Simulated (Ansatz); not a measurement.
Crystal: Li.

```
Li
1.0
    -1.75465    1.75465    1.75465
     1.75465   -1.75465    1.75465
     1.75465    1.75465   -1.75465
Li
1
Cartesian
  0.0000 0.0000 0.0000
```

Base run:

* Program: Ansatz 0.2.0
* Functional: PBEsol
* Potentials or basis: all-electron LAPW, scalar-relativistic
* Cutoff: 67 eV
* Density cutoff: 269 eV
* Basis error allowed: 0.001 eV/atom
* k mesh: 11 × 11 × 11
* Occupations: fermi-dirac, width 0.05 eV
* Spin: no spin polarisation

Its results: pressure -0.8 GPa.

Problem. After a change of settings the same cell gave: pressure -0.3 GPa. Which change was it?
A. functional from PBEsol to LDA; occupations from fermi-dirac, width 0.05 eV to gaussian, width 0.05 eV
B. functional from PBEsol to RPBE
C. functional from PBEsol to LDA

Solution. B.

RPBE binds less tightly than PBEsol, so the same cell stands under more pressure.

Not every run made on this cell is shown here.
